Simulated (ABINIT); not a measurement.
## A GW run on CdS (Hawleyite) in ABINIT, with inputs changed

A base run on CdS (Hawleyite), then changed inputs.

Program: ABINIT 10.8.3. Level of theory: PBE and many-body steps on it, plane waves. Results are calculated unless marked as measured.

### Step 1. The starting structure

Symmetry: F-43m, No. 216, cubic system. Conventional cell: a = 5.916 Å, b = 5.916 Å, c = 5.916 Å, α = 90.00°, β = 90.00°, γ = 90.00°. Nearest to Cd lie 4 S at 2.56 Å. Nearest to S lie 4 Cd at 2.56 Å. Farther neighbours and most contacts between anions are not listed.

 The runs that relaxed it are not among those shown.

### Step 2. Screening, 4×4×4 mesh, 167 bands, screening to 190.5 eV

This step: ABINIT 10.8.3; RPA screening on PBE, plane waves, norm-conserving pseudopotentials.

The RPA dielectric matrix is built and inverted for each q.

The input, run.abi:

```
acell 3*1.0 Angstrom
rprim 
  0.000000000000 2.958200000000 2.958200000000
  2.958200000000 0.000000000000 2.958200000000
  2.958200000000 2.958200000000 -0.000000000000
ntypat 2
znucl 48 16
natom 2
typat 1 2
xred 
  0.000000000000 0.000000000000 0.000000000000
  0.250000000000 0.250000000000 0.250000000000
pp_dirpath "pseudos"
pseudos "Cd.upf, S.upf"
ecut 47
ngkpt 4 4 4
nshiftk 1
shiftk 0 0 0
kptopt 1
chksymbreak 0
istwfk *1
occopt 1
irdwfk 1
optdriver 3
nband 167
ecuteps 7
inclvkb 2
awtr 1
symchi 1
indata_prefix "in"
outdata_prefix "out"
tmpdata_prefix "tmp"
```

Command:

```bash
OMP_NUM_THREADS=1 mpirun -n 4 abinit run.abi > log
```

What it wrote:

```text
.Version 10.8.3 of ABINIT. v10.8.2 released Aug 2026.

 Symmetries : space group F-4 3 m (#216); Bravais cF (face-center cubic)
[... echo of the input left out ...]
== DATASET  1 ==================================================================
-   mpi_nproc: 4, omp_nthreads: 1 (-1 if OMP is not activated)

--- !DatasetInfo
iteration_state: {dtset: 1, }
dimensions: {natom: 2, nkpt: 8, mband: 167, nsppol: 1, nspinor: 1, nspden: 1, mpw: 5410, }
cutoff_energies: {ecut:  47.0, pawecutdg:  -1.0, }
electrons: {nelect:   2.60000000E+01, charge:   0.00000000E+00, occopt:   1.00000000E+00, tsmear:   1.00000000E-02, }

 SCREENING: Calculation of the susceptibility and dielectric matrices

 Based on a program developped by R.W. Godby, V. Olevano, G. Onida, and L. Reining.
 Incorporated in ABINIT by V. Olevano, G.-M. Rignanese, and M. Torrent.
.Using double precision arithmetic ; gwpc =  8

[... cell and pseudopotentials left out ...]
--------------------------------------------------------------------------------

 ==== K-mesh for the wavefunctions ====
 Number of points in the irreducible wedge :     8
[... list of points left out ...]
 Together with 24 symmetry operations and time-reversal symmetry
 yields    64 points in the full Brillouin Zone.

 ==== Q-mesh for the screening function ====
 Number of points in the irreducible wedge :     8
[... list of points left out ...]
 Together with 24 symmetry operations and time-reversal symmetry
 yields    64 points in the full Brillouin Zone.

 setmesh: FFT mesh size selected  =    36x   36x   36
          total number of points  =        46656

 vcoul_init : cutoff-mode = AUXILIARY_FUNCTION
 q-points for optical limit:   1
     1)      0.000010    0.000020    0.000030

- screening: taking advantage of time-reversal symmetry
- Maximum band index for partially occupied states nbvw = 13
- Remaining bands to be divided among processors   nbcw = 154
- Number of bands treated by each node ~38

 Number of electrons calculated from density =   26.0000; Expected =   26.0000
 average of density, n =  0.074416
 r_s =    1.4749
 omega_plasma =   26.3140 [eV]

 calculating chi0 at frequencies [eV] :
  1    0.000000E+00    0.000000E+00
  2    0.000000E+00    2.631405E+01

--------------------------------------------------------------------------------
  q-point number  1        q = ( 0.000000, 0.000000, 0.000000) [r.l.u.]
--------------------------------------------------------------------------------
[... chi0 elements left out ...]
 For q-point:  0.000010 0.000020 0.000030
  dielectric constant =  12.1253
  dielectric constant without local fields =  12.8607

  Average fulfillment of the sum rule on Im[epsilon] for q-point    1 :     75.05  [%]
[... wings left out ...]
  q-point number  2        q = ( 0.250000, 0.000000, 0.000000) [r.l.u.]
--------------------------------------------------------------------------------
[... chi0 elements left out ...]
  Average fulfillment of the sum rule on Im[epsilon] for q-point    2 :     84.25  [%]

 [... 6 further q-points ...]
```

Run time: 1.7 min. Hardware: 4 MPI ranks of Arm Neoverse V1, shared host; peak memory 1.7 GiB.

Numbers from this step:

* ε∞ with local fields, on this mesh, along the program's q direction: 12.13
* the same without local fields: 12.86
* plasma frequency: 26.31 eV
* plane waves in the screening matrix: 331

Local fields lower ε∞ by 6 %. On a Γ-centred mesh this coarse the value itself is usually too large, while a short band sum pulls it down.

### Step 3. Base

The self-energy is evaluated for the states that the input lists, and the levels follow from it, in one-shot runs by the linearised quasiparticle equation.

This step: G0W0 on PBE, plane waves, norm-conserving pseudopotentials.

Changes to run.abi since step 2:

```diff
@@ -23,8 +23,15 @@
 irdwfk 1
-optdriver 3
+optdriver 4
 nband 167
+gwcalctyp 0
+ecutsigx 47
+symsigma 1
+nkptgw 1
+kptgw 
+  0.0000000000 0.0000000000 0.0000000000
+bdgw 
+  11 17
 ecuteps 7
-inclvkb 2
-awtr 1
-symchi 1
+irdscr 1
+ppmodel 1
 indata_prefix "in"
```

What it wrote:

```text
.Version 10.8.3 of ABINIT. v10.8.2 released Aug 2026.

 Symmetries : space group F-4 3 m (#216); Bravais cF (face-center cubic)
[... echo of the input left out ...]
== DATASET  1 ==================================================================
-   mpi_nproc: 4, omp_nthreads: 1 (-1 if OMP is not activated)

--- !DatasetInfo
iteration_state: {dtset: 1, }
dimensions: {natom: 2, nkpt: 8, mband: 167, nsppol: 1, nspinor: 1, nspden: 1, mpw: 5410, }
cutoff_energies: {ecut:  47.0, pawecutdg:  -1.0, }
electrons: {nelect:   2.60000000E+01, charge:   0.00000000E+00, occopt:   1.00000000E+00, tsmear:   1.00000000E-02, }

 SIGMA: Calculation of the GW corrections

 Based on a program developped by R.W. Godby, V. Olevano, G. Onida, and L. Reining.
 Incorporated in ABINIT by V. Olevano, G.-M. Rignanese, and M. Torrent.
.Using double precision arithmetic ; gwpc =  8

[... cell and pseudopotentials left out ...]
--------------------------------------------------------------------------------

 ==== K-mesh for the wavefunctions ====
 Number of points in the irreducible wedge :     8
[... list of points left out ...]
 Together with 24 symmetry operations and time-reversal symmetry
 yields    64 points in the full Brillouin Zone.

 ==== Q-mesh for screening function ====
 Number of points in the irreducible wedge :     8
[... list of points left out ...]
 Together with 24 symmetry operations and time-reversal symmetry
 yields    64 points in the full Brillouin Zone.

 vcoul_init : cutoff-mode = AUXILIARY_FUNCTION
 q-points for optical limit:   1
     1)      0.000010    0.000020    0.000030
 setmesh: FFT mesh size selected  =    50x   50x   50
          total number of points  =       125000

 Number of electrons calculated from density =   26.0000; Expected =   26.0000
 average of density, n =  0.074416
 r_s =    1.4749
 omega_plasma =   26.3140 [eV]

 === KS Band Gaps ===
  >>>> For spin  1
   Minimum direct gap =   1.0517 [eV], located at k-point      :   0.0000  0.0000  0.0000
   Fundamental gap    =   1.0517 [eV], Top of valence bands at :   0.0000  0.0000  0.0000
                                       Bottom of conduction at :   0.0000  0.0000  0.0000
 SIGMA fundamental parameters:
 PLASMON POLE MODEL  1
 number of plane-waves for SigmaX                 5329
 number of plane-waves for SigmaC and W            331
 number of plane-waves for wavefunctions          5329
 number of bands                                   167
 number of independent spin polarizations            1
 number of spinorial components                      1
 number of k-points in IBZ                           8
 number of q-points in IBZ                           8
 number of symmetry operations                      24
 number of k-points in BZ                           64
 number of q-points in BZ                           64
 number of frequencies for dSigma/dE                 9
 frequency step for dSigma/dE [eV]                0.25
 number of omega for Sigma on real axis              0
 max omega for Sigma on real axis  [eV]           0.00
 zcut for avoiding poles [eV]                     0.10

 EPSILON^-1 parameters (SCR file):
 dimension of the eps^-1 matrix on file            331
 dimension of the eps^-1 matrix used               331
 number of plane-waves for wavefunctions          5329
 number of bands                                   167
 number of q-points in IBZ                           8
 number of frequencies                               2
 number of real frequencies                          1
 number of imag frequencies                          1

 matrix elements of self-energy operator (all in [eV])

 Perturbative Calculation

--- !SelfEnergy_ee
iteration_state: {dtset: 1, }
kpoint     : [   0.000,    0.000,    0.000, ]
spin       : 1
KS_gap     :    1.052
QP_gap     :    1.994
Delta_QP_KS:    0.943
data: !SigmaeeData |
     Band     E0 <VxcDFT>   SigX SigC(E0)      Z dSigC/dE  Sig(E)    E-E0       E
       11   3.886 -15.122 -18.135   1.942   0.777  -0.288 -15.953  -0.832   3.054
       12   3.886 -15.122 -18.135   1.942   0.777  -0.288 -15.953  -0.832   3.054
       13   3.886 -15.122 -18.135   1.942   0.777  -0.288 -15.953  -0.832   3.054
       14   4.937 -10.572  -6.678  -3.757   0.809  -0.236 -10.461   0.111   5.048
       15  10.422 -10.464  -5.655  -4.384   0.807  -0.240 -10.121   0.343  10.765
       16  10.422 -10.464  -5.655  -4.384   0.807  -0.240 -10.121   0.343  10.765
       17  10.422 -10.464  -5.655  -4.384   0.807  -0.240 -10.121   0.343  10.765

== END DATASET(S) ==============================================================
================================================================================

 -outvars: echo values of variables after computation  --------
           etotal      0.0000000000E+00
            nband         167
             nkpt           8
          spgroup         216
 [... the other variables as echoed above ...]

 Calculation completed.
```

Wall time 16 s (4 MPI ranks); peak memory 1.6 GiB; 65 s of CPU time.

This step gave:

- G0W0 gap on the points computed: 1.994 eV
- starting gap on the mesh: 1.051 eV
- k of the valence top: 0, 0, 0
- k of the conduction bottom: 0, 0, 0
- Z at the valence top: 0.777
- Z at the conduction bottom: 0.809
- least direct G0W0 gap on the computed points: 1.994 eV

The gap on the mesh goes from 1.05 eV to 1.99 eV, a correction of +0.94 eV.

### Step 4. Coulomb singularity

Changes to run.abi since step 3:

```diff
@@ -36,2 +36,3 @@
 ppmodel 1
+gw_icutcoul 0
 indata_prefix "in"
```

What it wrote:

```text
.Version 10.8.3 of ABINIT. v10.8.2 released Aug 2026.

 Symmetries : space group F-4 3 m (#216); Bravais cF (face-center cubic)
[... echo of the input left out ...]
== DATASET  1 ==================================================================
-   mpi_nproc: 4, omp_nthreads: 1 (-1 if OMP is not activated)

--- !DatasetInfo
iteration_state: {dtset: 1, }
dimensions: {natom: 2, nkpt: 8, mband: 167, nsppol: 1, nspinor: 1, nspden: 1, mpw: 5410, }
cutoff_energies: {ecut:  47.0, pawecutdg:  -1.0, }
electrons: {nelect:   2.60000000E+01, charge:   0.00000000E+00, occopt:   1.00000000E+00, tsmear:   1.00000000E-02, }

 SIGMA: Calculation of the GW corrections

 Based on a program developped by R.W. Godby, V. Olevano, G. Onida, and L. Reining.
 Incorporated in ABINIT by V. Olevano, G.-M. Rignanese, and M. Torrent.
.Using double precision arithmetic ; gwpc =  8

[... cell and pseudopotentials left out ...]
--------------------------------------------------------------------------------

 ==== K-mesh for the wavefunctions ====
 Number of points in the irreducible wedge :     8
[... list of points left out ...]
 Together with 24 symmetry operations and time-reversal symmetry
 yields    64 points in the full Brillouin Zone.

 ==== Q-mesh for screening function ====
 Number of points in the irreducible wedge :     8
[... list of points left out ...]
 Together with 24 symmetry operations and time-reversal symmetry
 yields    64 points in the full Brillouin Zone.

 === Spherical cutoff ===

  Cutoff radius .........    17.4770 [Bohr]
  Volume of the sphere ..   22360.89 [Bohr^3]
 q-points for optical limit:   1
     1)      0.000010    0.000020    0.000030
 setmesh: FFT mesh size selected  =    50x   50x   50
          total number of points  =       125000

[...]
number of q-points in BZ                           64
 number of frequencies for dSigma/dE                 9
 frequency step for dSigma/dE [eV]                0.25
 number of omega for Sigma on real axis              0
 max omega for Sigma on real axis  [eV]           0.00
 zcut for avoiding poles [eV]                     0.10

 EPSILON^-1 parameters (SCR file):
 dimension of the eps^-1 matrix on file            331
 dimension of the eps^-1 matrix used               331
 number of plane-waves for wavefunctions          5329
 number of bands                                   167
 number of q-points in IBZ                           8
 number of frequencies                               2
 number of real frequencies                          1
 number of imag frequencies                          1

 matrix elements of self-energy operator (all in [eV])

 Perturbative Calculation

--- !SelfEnergy_ee
iteration_state: {dtset: 1, }
kpoint     : [   0.000,    0.000,    0.000, ]
spin       : 1
KS_gap     :    1.052
QP_gap     :    1.969
Delta_QP_KS:    0.918
data: !SigmaeeData |
     Band     E0 <VxcDFT>   SigX SigC(E0)      Z dSigC/dE  Sig(E)    E-E0       E
       11   3.886 -15.122 -18.186   1.976   0.784  -0.275 -15.975  -0.853   3.032
       12   3.886 -15.122 -18.186   1.976   0.784  -0.275 -15.975  -0.853   3.032
       13   3.886 -15.122 -18.186   1.976   0.784  -0.275 -15.975  -0.853   3.032
       14   4.937 -10.572  -6.739  -3.754   0.812  -0.231 -10.508   0.064   5.001
       15  10.422 -10.464  -5.673  -4.378   0.808  -0.237 -10.130   0.334  10.756
       16  10.422 -10.464  -5.673  -4.378   0.808  -0.237 -10.130   0.334  10.756
       17  10.422 -10.464  -5.673  -4.378   0.808  -0.237 -10.130   0.334  10.756

== END DATASET(S) ==============================================================
================================================================================

 -outvars: echo values of variables after computation  --------
           etotal      0.0000000000E+00
            nband         167
             nkpt           8
          spgroup         216
 [... the other variables as echoed above ...]

 Calculation completed.
```

Wall time 17 s (4 MPI ranks); peak memory 1.6 GiB.

This step gave:

```
G0W0 gap on the points computed              : 1.969 eV
starting gap on the mesh                     : 1.051 eV
k of the valence top                         : 0, 0, 0
k of the conduction bottom                   : 0, 0, 0
Z at the valence top                         : 0.784
Z at the conduction bottom                   : 0.812
least direct G0W0 gap on the computed points : 1.969 eV
```

Against G0W0 in ABINIT (4×4×4 mesh, 167 bands, screening to 190.5 eV, Godby-Needs plasmon pole), the gap moves by −0.025 eV.

### Step 5. Side by side

Times are wall times on 4 MPI ranks of Arm Neoverse V1, shared host, good to a factor of about two. A run's time includes the screening step that it read.

| run | mesh | bands | screening cutoff (eV) | DFT gap (eV) | gap on the mesh (eV) | direct (eV) | ε∞ used | time |
| --- | --- | --- | --- | --- | --- | --- | --- | --- |
| base | 4×4×4 | 167 | 190.5 | 1.051 | 1.994 | 1.994 | 12.13 | 2 min |
| Coulomb singularity | 4×4×4 | 167 | 190.5 | 1.051 | 1.969 | 1.969 | 12.13 | 2 min |

### Step 6. Outcome

```yaml
base: 1.994 eV
coulomb_singularity: 1.969 eV
known_limits: not at the basis limit; no spin-orbit coupling; coarse k mesh
```

**Reading.** Coulomb singularity: −0.025 eV against base (keys changed: gw_icutcoul). Bands and cutoff are finite, so the gap is not at the basis limit. The miss can reach some tenths of an eV and take either sign; the mesh is an error of its own. In the G0W0 runs levels were corrected at 1 k point alone, so a gap called «on the mesh» is the least over those, and an edge elsewhere would be missed. The 4×4×4 mesh is coarse for this cell, which bears on the long-range parts of exchange and screening. The many-body steps are scalar-relativistic: spin-orbit coupling is not in them.

[Paths, hosts, dates, memory and timing lines, banners, echoed tables and standing remarks are left out of the program output.]

[Logs are printed without paths, hosts, clocks, repeated set-up lines and the standing remarks that a program may print on its own settings, such as how far it seeks lower states.]

[Runs of the session that timed out or met a known fault of the program may be left out.]

[Hosts, paths, dates, database ids (printed as entryN), source tags and the programs' standing remarks are cut or masked in the printed files.]

[G0W0 gaps are taken among the corrected bands and points alone; a level outside them can change the order at an edge.]

[Where Ansatz stands beside ABINIT at settings called matched, ABINIT's density can come from a denser mesh and the files from another edition; pairs whose starting gaps differed by over 0.03 eV were left out, so agreement reads better than it is.]
